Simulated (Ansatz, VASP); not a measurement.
# SiC (Moissanite 3C) in two plane-wave programs

Aim: how closely do two programs agree when they are given the same cell, functional and k mesh? The cell is taken from a series of VASP runs on this material, whose earlier steps may have relaxed, scaled or displaced it; both programs get it as it stands.

Program: Ansatz 0.2.0. Level of theory: plane waves, with VASP 6.6.1 beside it; relaxation of cell and atoms at PBEsol. Results are calculated unless marked as measured.

**1. The starting structure**

Symmetry: F-43m, No. 216, cubic system. The conventional cell has a = 4.359 Å, b = 4.359 Å, c = 4.359 Å, α = 90.00°, β = 90.00°, γ = 90.00°. Si has 4 C at 1.89 Å nearest. Nearest to C lie 4 Si at 1.89 Å. Farther neighbours are not listed.

**2. VASP: relaxation of cell and atoms, PBEsol**

The relaxed volume is the usual yardstick between codes: its relative difference is about their pressure difference at one cell divided by the bulk modulus.

Lines of VASP's logs that name or quote its potential files are left out, and so is its time.

Contents of INCAR:

```
SYSTEM = SiC
PREC = Accurate
ENCUT = 520
EDIFF = 1E-07
NELM = 100
ISMEAR = 0
SIGMA = 0.03
LREAL = .FALSE.
ALGO = Normal
GGA = PS
NBANDS = 10
LORBIT = 11
LWAVE = .FALSE.
LCHARG = .FALSE.
KPAR = 4
IBRION = 2
NSW = 50
ISIF = 3
EDIFFG = -0.005
LASPH = .TRUE.
```

Contents of POSCAR:

```
SiC
1.0
    0.0000000000      2.1795392936      2.1795392936
    2.1795392936      0.0000000000      2.1795392936
    2.1795392936      2.1795392936      0.0000000000
Si C
1 1
Direct
    0.0000000000      0.0000000000      0.0000000000
    0.7500000000      0.7500000000      0.7500000000
```

Contents of KPOINTS:

```
Automatic mesh
0
Gamma
10 10 10
0 0 0
```

PAW data sets: Si and C (PBE family, release 64).

The run is started by

```sh
mpirun -np 4 vasp_std
```

Numbers of over 12 decimals in the logs are rounded to 6 here.

The program printed:

```text
[banner, memory and clock lines left out]
running    4 mpi-ranks, on    1 nodes
 distrk:  each k-point on    1 cores,    4 groups
 distr:  one band on    1 cores,    1 groups

 POSCAR found type information on POSCAR SiC
 POSCAR found :  2 types and       2 ions
|                                                                             |
|               ----> ADVICE to this user running VASP <----                  |
|                                                                             |
|     You enforced a specific xc type in the INCAR file but a different       |
|     [... a line on the potential file left out ...]
|     I HOPE YOU KNOW WHAT YOU ARE DOING!                                     |
|                                                                             |

 LDA part: xc-table for (Slater+PW92), standard interpolation
 POSCAR, INCAR and KPOINTS ok, starting setup
 FFT: planning ... GRIDC
 FFT: planning ... GRID_SOFT
 FFT: planning ... GRID
 WAVECAR not read
 entering main loop
       N       E                     dE             d eps       ncg     rms          rms(c)
DAV:   1     0.384066309823E+01    0.38407E+01   -0.41816E+03   972   0.685E+02
DAV:   2    -0.170181980375E+02   -0.20859E+02   -0.19625E+02  1254   0.110E+02
DAV:   3    -0.177076375927E+02   -0.68944E+00   -0.68751E+00  1150   0.177E+01
DAV:   4    -0.177103433946E+02   -0.27058E-02   -0.27056E-02  1082   0.130E+00
DAV:   5    -0.177103556512E+02   -0.12257E-04   -0.12256E-04  1094   0.869E-02    0.873E+00
DAV:   6    -0.159951350229E+02    0.17152E+01   -0.62723E+00   980   0.120E+01    0.392E+00
DAV:   7    -0.159294866359E+02    0.65648E-01   -0.36114E-01  1122   0.367E+00    0.176E+00
DAV:   8    -0.159151259911E+02    0.14361E-01   -0.21223E-02   988   0.996E-01    0.160E-01
DAV:   9    -0.159149548634E+02    0.17113E-03   -0.15268E-03  1128   0.221E-01    0.110E-01
DAV:  10    -0.159149992711E+02   -0.44408E-04   -0.11088E-04  1022   0.718E-02    0.234E-02
DAV:  11    -0.159149994371E+02   -0.16598E-06   -0.11638E-05  1066   0.201E-02    0.505E-03
DAV:  12    -0.159149996727E+02   -0.23561E-06   -0.55439E-07  1004   0.502E-03    0.563E-04
DAV:  13    -0.159149997032E+02   -0.30514E-07   -0.15955E-08   492   0.950E-04
   1 F= -.15915000E+02 E0= -.15915000E+02  d E =-.159150E+02
 curvature:   0.00 expect dE= 0.000E+00 dE for cont linesearch  0.000E+00
 trial: gam= 0.00000 g(F)=  0.433E-47 g(S)=  0.766E-07 ort = 0.000E+00 (trialstep = 0.100E+01)
 search vector abs. value=  0.767E-07
 reached required accuracy - stopping structural energy minimisation
```

OUTCAR, selected parts (step 2):

```text
ion  position               nearest neighbor table
   1  0.000  0.000  0.000-   2 1.89   2 1.89   2 1.89   2 1.89
   2  0.750  0.750  0.750-   1 1.89   1 1.89   1 1.89   1 1.89

  LATTYP: Found a face centered cubic cell.
 ALAT       =     4.3590785872

 Subroutine GETGRP returns: Found 24 space group operations
 (whereof 24 operations were pure point group operations)

The static configuration has the point symmetry T_d .

 Found     47 irreducible k-points:

   k-points           NKPTS =     47   k-points in BZ     NKDIM =     47   number of bands    NBANDS=     10

   dimension x,y,z NGX =    24 NGY =   24 NGZ =   24
   dimension x,y,z NGXF=    48 NGYF=   48 NGZF=   48

   ENCUT  =  520.0 eV  38.22 Ry    6.18 a.u.   5.73  5.73  5.73*2*pi/ulx,y,z

   NELECT =       8.0000    total number of electrons

 k-points in reciprocal lattice and weights: Automatic mesh
   0.00000000  0.00000000  0.00000000       0.001
   0.10000000  0.00000000  0.00000000       0.008
   0.20000000  0.00000000  0.00000000       0.008
   0.30000000  0.00000000  0.00000000       0.008
   0.40000000  0.00000000  0.00000000       0.008
   0.50000000  0.00000000  0.00000000       0.004
   0.10000000  0.10000000  0.00000000       0.006
   0.20000000  0.10000000  0.00000000       0.024
   0.30000000  0.10000000  0.00000000       0.024
[...]
-0.30000000  0.40000000  0.20000000       0.024
  -0.30000000  0.50000000  0.20000000       0.012

 average (electrostatic) potential at core
       1 -80.1256       2 -44.9654

 E-fermi :   8.1660

 k-point     1 :       0.0000    0.0000    0.0000
  band No.  band energies     occupation
      1      -7.3701      2.00000
      2       8.0483      2.00000
      3       8.0483      2.00000
      4       8.0483      2.00000
      5      14.2269      0.00000
      6      15.2856      0.00000
      7      15.2856      0.00000
      8      15.2856      0.00000
      9      22.5002      0.00000
    ...

 k-point     2 :       0.1000    0.0000    0.0000
  band No.  band energies     occupation
      1      -7.1740      2.00000
      2       7.0332      2.00000
      3       7.9135      2.00000
      4       7.9135      2.00000
      5      14.4794      0.00000
      6      15.5298      0.00000
      7      15.5298      0.00000
      8      15.5652      0.00000
      9      21.5249      0.00000
    ...

 k-point     3 :       0.2000    0.0000    0.0000
  band No.  band energies     occupation
      1      -6.5942      2.00000
      2       4.9035      2.00000
      3       7.6048      2.00000
      4       7.6048      2.00000
      5      14.1819      0.00000
      6      15.8870      0.00000
      7      15.8870      0.00000
      8      16.7597      0.00000
      9      20.8508      0.00000
    ...

  Total        0.0010290      0.0010290      0.0010290      0.0000000     -0.0000000      0.0000000
  in kB        0.0796133      0.0796133      0.0796133      0.0000000     -0.0000000      0.0000000
  external PRESSURE =       0.0796133 kB  Pullay stress =       0.0000000 kB

  energy-cutoff  :      520.00
  volume of cell :       20.71
      direct lattice vectors                 reciprocal lattice vectors
     0.000000000  2.179539294  2.179539294    -0.229406279  0.229406279  0.229406279
     2.179539294  0.000000000  2.179539294     0.229406279 -0.229406279  0.229406279
     2.179539294  2.179539294  0.000000000     0.229406279  0.229406279 -0.229406279

 POSITION                                       TOTAL-FORCE (eV/Angst)
 -----------------------------------------------------------------------------------
      0.00000      0.00000      0.00000        -0.000000     -0.000000     -0.000000
      3.26931      3.26931      3.26931         0.000000      0.000000      0.000000
 -----------------------------------------------------------------------------------
    total drift:                               -0.000000     -0.000000     -0.000000

  FREE ENERGIE OF THE ION-ELECTRON SYSTEM (eV)
  ---------------------------------------------------
  free  energy   TOTEN  =       -15.9149997032 eV

  energy  without entropy=      -15.9149997032  energy(sigma->0) =      -15.91499970

 reached required accuracy - stopping structural energy minimisation

 total charge
# of ion       s       p       d       tot
------------------------------------------
    1        0.708   0.973   0.000   1.681
    2        0.833   1.699   0.000   2.531
--------------------------------------------------
tot          1.541   2.671   0.000   4.212

[... 3 further parts left out ...]
```

The run keeps the 24 symmetry operations of its start, so it cannot find a distortion of lower symmetry.

**3. Ansatz: relaxation of cell and atoms, PBEsol**

Ansatz runs on its default PAW (the set named soft_2) files.

The same cell, functional, mesh and smearing now go to Ansatz, which takes its cutoff from its data sets.

Contents of input.yaml:

```yaml
crystal:
  lattice:
    - [0.0, 2.1795392936, 2.1795392936]
    - [2.1795392936, 0.0, 2.1795392936]
    - [2.1795392936, 2.1795392936, 0.0]
  atoms:
    - { symbol: Si, position: [0.0, 0.0, 0.0] }
    - { symbol: C, position: [0.75, 0.75, 0.75] }
hamiltonian:
  xc: pbesol
  pseudopotentials: { kind: paw }
kpoints:
  mp_grid: { grid: [10, 10, 10] }
scf:
  occupations: { method: gaussian, width: 0.03 }
relax:
  f_tol: 0.01
  max_steps: 60
  cell: { stress_tol: 0.05 }
output:
  forces: true
  stress: true
  write_density: true
  write_potential: true
  elf: true
  volumetric_format: npy
```

The run is started by

```sh
ansatz run input.yaml --threads 4 --pin off --max-ram 9216MiB --backend cpu --events-out ev --progress --plain --runs-dir out
```

The program printed:

```text
Engine: ansatz 0.2.0, aarch64-unknown-linux-gnu
Pseudopotentials: kind: paw
Pseudopotential: Si, paw, valence charge 4, recommended cutoff 420 eV (normal), Si.paw.azcp
Pseudopotential: C, paw, valence charge 4, recommended cutoff 420 eV (normal), C.paw.azcp
Functional definition: PBEsol
  exchange = pbesol_x
  correlation = pbesol_c
Crystal: 2 atoms, lattice volume = 20.707 Å³
Basis set: ecut = 420 eV, 411 PW (Γ), exchange–correlation on 48×48×48 points (8 copies of the dense FFT grid, shifted against one another)
Bands: 8, of which v1, the nominal top of the filled ones, is band 4 counted from 1 (3 counted from 0)
Symmetry: 24 space group operations
Space group: F-43m (ITA 216), of the structure as read, at distance tolerance 2.7e-5 Å
k-points: 47 of 1000 (time reversal used)
Non-local potential: Si, projectors of the file, l = 0: 2, l = 1: 2, l = 2: 2
Non-local potential: C, projectors of the file, l = 0: 2, l = 1: 2, l = 2: 1
PAW form: soft (Blöchl's): semilocal exchange-correlation on the pseudo side does not see the compensation charge
PAW frozen core: Si, regenerated for the run's functional, and the local potential with it (the file was generated under x = pbe(κ = 0.804, μ = 0.219515), c = pbe(β = 0.066725))
PAW frozen core: C, regenerated for the run's functional, and the local potential with it (the file was generated under x = pbe(κ = 0.804, μ = 0.219515), c = pbe(β = 0.066725))
PAW one-centre angular grid: Si, 110 points (default); XC on 64 Gauss nodes
PAW one-centre angular grid: C, 110 points (default); XC on 64 Gauss nodes
Initial density: superposition of atomic densities (neutral atoms: chi_scale 0, normalization atom), corrected by the library's trained network
Initial wavefunctions: pseudopotential atomic-orbital guess
Functional: x = pbesol(κ = 0.804, μ = 0.123457), c = pbesol(β = 0.046)
SCF iter   1: F=—  HF=-868.710908 eV  |F-HF|=—  |Δ(HF+E_count)|=         —  Δρ=8.22e-3  dr2=1.69e-2  ethr=1.77e-3  ⟨swp⟩=5.8  Hψ=3088  notcnv=0
preconditioner: auto → none  [insulator: Δε(μ)=1.139 eV  Ē_g=13.940 eV  σ=0.030 eV  W_gap=1.00  n_scr=0 (ndim 8)  ℏωp=23.1 eV  f_vac=0.000  D(μ)=0.00/eV (n_scr^D=0)  ε∞_Penn≈3.7]
SCF iter   2: F=—  HF=-868.706281 eV  |F-HF|=—  |Δ(HF+E_count)|=   4.63e-3  Δρ=2.40e-3  dr2=9.82e-4  ethr=2.11e-4  ⟨swp⟩=2.5  Hψ=1012  notcnv=0
SCF iter   3: F=—  HF=-868.706009 eV  |F-HF|=—  |Δ(HF+E_count)|=   2.71e-4  Δρ=7.37e-4  dr2=7.19e-5  ethr=1.23e-5  ⟨swp⟩=2.7  Hψ=556  notcnv=0
SCF iter   4: F=—  HF=-868.706011 eV  |F-HF|=—  |Δ(HF+E_count)|=   1.39e-6  Δρ=1.01e-4  dr2=9.35e-7  ethr=8.99e-7  ⟨swp⟩=2.0  Hψ=563  notcnv=0
iter 5 did not close the SCF: its close was put off for the readings that it lacked (scf_convergence_deferred on its scf_iter line)
SCF iter   5: F=-868.706011 eV  HF=-868.706011 eV  |F-HF|=5.27e-9  |Δ(HF+E_count)|=   6.51e-7  Δρ=7.62e-6  dr2=1.04e-8  ethr=1.17e-8  ⟨swp⟩=2.1  Hψ=539  notcnv=0
SCF iter   6: F=-868.706011 eV  HF=-868.706011 eV  |F-HF|=7.28e-12  |Δ(HF+E_count)|=   2.28e-9  Δρ=1.85e-6  dr2=4.24e-10  ethr=1.30e-10  ⟨swp⟩=4.9  Hψ=1726  notcnv=0
SCF 1 converged in 6 iterations: F = -868.706011 eV  dr2 = 4.24e-10
  greatest PAW one-centre occupation: 0.643 electrons in one spin orbital (limit 2), on the C atom at site 1 (counted from 0), in its partial waves of l = 0
relax step   1: F+E_penalty+E_count = -868.70601121 eV  Δ(F+E_penalty+E_count) = +0.000e0 eV  max|allowed force component| = 4.071e-16 eV/Å  Δτ_max = 0.0000 Å  P = -0.342 GPa  Ω = 20.707 Å³  (6 SCF iters, dr2 threshold 1.00e-7 eV, accepted)
[...]
relax step   2: F+E_penalty+E_count = -868.70606911 eV  Δ(F+E_penalty+E_count) = -5.790e-5 eV  max|allowed force component| = 4.626e-17 eV/Å  Δτ_max = 0.0000 Å  P = -0.160 GPa  Ω = 20.690 Å³  energy of the carried Pulay correction = +3.140e-5 eV  (3 SCF iters, dr2 threshold 2.00e-7 eV, accepted)
[...]
relax step   3: F+E_penalty+E_count = -868.70610381 eV  Δ(F+E_penalty+E_count) = -3.471e-5 eV  max|allowed force component| = 1.110e-16 eV/Å  Δτ_max = 0.0000 Å  P = +0.001 GPa  Ω = 20.676 Å³  energy of the carried Pulay correction = +5.883e-5 eV  (3 SCF iters, dr2 threshold 6.37e-8 eV, accepted)
[...]
relax step   4: F+E_penalty+E_count = -868.70606217 eV  Δ(F+E_penalty+E_count) = +4.165e-5 eV  max|allowed force component| = 1.434e-16 eV/Å  Δτ_max = 0.0000 Å  P = -0.003 GPa  Ω = 20.676 Å³  stress off target by 2.94e-3 GPa  SCF on the basis re-selected at this cell (its energy is not comparable with the rows above)  (4 SCF iters)
basis re-selected at this cell: Δ(F+E_penalty+E_count) = +4.165e-5 eV, ΔP = -0.004 GPa vs the last step (what re-selecting the basis moved, of the pressure what is left beyond the Pulay correction that the steps carried, after the strain that the cell walked since its last selection, with what the two solves' SCF thresholds leave and, on support functions, any second-order correction that the steps lacked; it is no m [...]
SCF converged after 4 iterations
Free energy (F): -868.706062 eV
Harris-Foulkes:  -868.706062 eV  (|F-HF|=6.82e-13)
Internal energy: -868.706062 eV  (E = F + TS)
E sigma→0 (E₀):  -868.706062 eV
Fermi energy:    10.049770 eV
--- Per-component energies (eV) ---
  E_band       = 28.135110
  E_kinetic    = 135.293425
  E_local      = -103.743800  (includes V_loc(G=0)·N_el)
  E_nonlocal   = 51.990733
  E_hartree    = 31.527808
  E_xc         = -104.623097
  E_vxc        = -109.152073  (∫ρ·V_xc dr)
  E_paw        = -594.344918  (= ΣΔE_a)
  E_vpaw       = -9.308793  (= ΣTr[D̂ρ^β])
  E_aug_tail   = 0.000011  (compensation charges beyond the density's cutoff)
  E_ewald      = -284.858885
  E_core_change = 0.052661  (= ΣΔE_core)
  E_smearing   = -0.000000  (= −TS)
  E_closure    = 0.000000  (closes the sum)
  Σ components = -868.706062   (vs F -868.706062, Δ=0.00e0)
--- Forces (eV/Å), atoms counted from 1 ---
  atom   1  Si    -0.00000000     0.00000000     0.00000000
  atom   2  C      0.00000000    -0.00000000    -0.00000000
  max |Σ_I F_I| component: 3.70e-17 eV/Å
--- Stress (GPa, compression-positive) ---
       -0.002941       0.000000       0.000000
       -0.000000      -0.002941       0.000000
       -0.000000       0.000000      -0.002941
  P = ⅓ Tr σ = -0.0029 GPa (-0.029 kbar)
--- Band table (eV; the first three rows and the last of 47) ---
  k-point 0: bands = ["-5.9991", "9.4283", "9.4283", "9.4283", "15.6048", "16.6764", "16.6764", "16.6764"]
  k-point 1: bands = ["-5.8028", "8.4134", "9.2935", "9.2935", "15.8609", "16.9205", "16.9205", "16.9524"]
  k-point 2: bands = ["-5.2224", "6.2827", "8.9846", "8.9846", "15.5672", "17.2774", "17.2774", "18.1432"]
  k-point 46: bands = ["-0.7135", "2.2685", "4.5748", "4.7976", "14.0247", "17.3953", "19.3860", "20.5408"]
--- Relaxed structure (3 steps of the walk, 3 accepted, 1 SCFs on fresh bases) ---
  F+E_penalty+E_count = -868.70606217 eV   max|allowed force component| = 1.434e-16 eV/Å   (the final SCF, on the basis selected at the relaxed cell)
  cell:  # Å, volume = 20.6756 Å³
    - [0, 2.178425, 2.178425]
    - [2.178425, 0, 2.178425]
    - [2.178425, 2.178425, 0]
  atoms:
    - { symbol: Si, position: [0, 0, 0] }
    - { symbol: C, position: [0.750000, 0.750000, 0.750000] }
```

It took 2.3 s on 4 threads of Arm Neoverse N1, shared host; peak memory 0.29 GiB.

**4. Differences**

Known differences besides the potentials themselves: both relaxations stop at a tolerance, which leaves soft axes loose, and VASP keeps its plane-wave basis; the cutoff is 420 eV in Ansatz and 520 eV in VASP; Ansatz makes its cores anew for this functional, VASP keeps those of its PBE data sets; Ansatz adds a Pulay correction to the stress that steers its cell, VASP none. Total energies have different zeros and are not compared.

Compared:

```csv
quantity,Ansatz,VASP,difference
volume (Å³),20.68,20.71,-0.15 %
"edge a after relaxation, in the typed setting (Å)",3.081,3.082,-0.05 %
```

The walks stopped with 0.00 GPa left in Ansatz and 0.01 GPa in VASP; each walk ends within a tolerance, so the volume difference is uncertain by about these residues over the bulk modulus, most in soft cells.

**5. Outcome**

| Quantity | Value |
| --- | --- |
| difference in volume (relaxation of cell and atoms, PBEsol) | -0.15 % |

In words: The difference in volume is -0.15 % (relaxation of cell and atoms, PBEsol), within the 1.2 % picked in this series as the mark of a large difference, as far as the stopping tolerances let one tell. How closely two codes agree says nothing of how well the functional describes the real material.

[Lines on the potential files, build, host, timing and source positions are cut from VASP's logs without a mark.]

[Logs are printed without paths, hosts, clocks, repeated set-up lines and the standing remarks that a program may print on its own settings, such as how far it seeks lower states.]

[Hosts, paths, dates, database ids (printed as entryN), source tags and the programs' standing remarks are cut or masked in the printed files.]
